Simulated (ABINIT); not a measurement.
PbSe (Clausthalite): band structure with LDA-Teter

**The experiment to reproduce.**

A printed reference work, monograph reports, for a bulk crystal of PbSe at 4.2 K: band gap 0.15 eV (direct).

PbSe (Clausthalite):

```
CELL_PARAMETERS angstrom
0.00000 3.06065 3.06065
3.06065 0.00000 3.06065
3.06065 3.06065 0.00000
ATOMIC_POSITIONS crystal
Pb 0.00000 0.00000 0.00000
Se 0.50000 0.50000 0.50000
```

```json
{"Program": "ABINIT 10.8.3 (patched build)", "Task": "band structure", "Functional": "LDA-Teter", "Potentials or basis": "JTH PAW LDA v2.0", "Cutoff": "463 eV", "k mesh": "8 × 8 × 8", "Occupations": "fermi-dirac, width 0.05 eV", "Spin": "no spin polarisation", "Fine-grid cutoff": "925.187 eV"}
```

| Property | Result |
| --- | --- |
| Band gap on the k mesh | 0.18 eV, direct |
| Valence electrons inside the program's atomic spheres | Pb 11.32; Se 3.90 |

Levels at the corners of the path, in eV from the valence-band top:
| point | band 8 | band 9 | band 10 | band 11 | band 12 | band 13 |
| --- | --- | --- | --- | --- | --- | --- |
| Γ | -1.84 | -1.84 | -1.84 | 4.63 | 4.63 | 4.63 |
| X | -4.98 | -3.21 | -3.21 | 3.67 | 5.53 | 5.53 |
| W | -4.22 | -4.22 | -0.75 | 1.80 | 4.90 | 4.90 |
| K | -4.57 | -2.70 | -2.40 | 3.33 | 3.96 | 5.37 |
| Γ | -1.84 | -1.84 | -1.84 | 4.63 | 4.63 | 4.63 |
| L | -1.40 | -1.40 | 0.00 | 0.18 | 1.62 | 1.62 |
| U | -4.57 | -2.70 | -2.40 | 3.33 | 3.96 | 5.37 |
| W | -4.22 | -4.22 | -0.75 | 1.80 | 4.90 | 4.90 |
| L | -1.40 | -1.40 | 0.00 | 0.18 | 1.62 | 1.62 |
| K | -4.57 | -2.70 | -2.40 | 3.33 | 3.96 | 5.37 |

Run time: 59 s on 1 thread of Arm Neoverse V2, on a shared host, peak memory 0.11 GiB.

Measured gap of PbSe: 0.15 eV (direct; 4.2 K; a printed reference work, monograph). This calculation gives 0.18 eV (+0.03 eV). 2 values of this kind are on record (0.15 to 0.28 eV); this one was drawn at random. Spin-orbit coupling on Pb, Se is left out. The value is that of LDA-Teter on a finite k mesh, which can miss the band edges, without temperature or zero-point motion.

Caveat: spin-orbit coupling is left out, which as a rule narrows the gap of such compounds by several tenths of an eV.
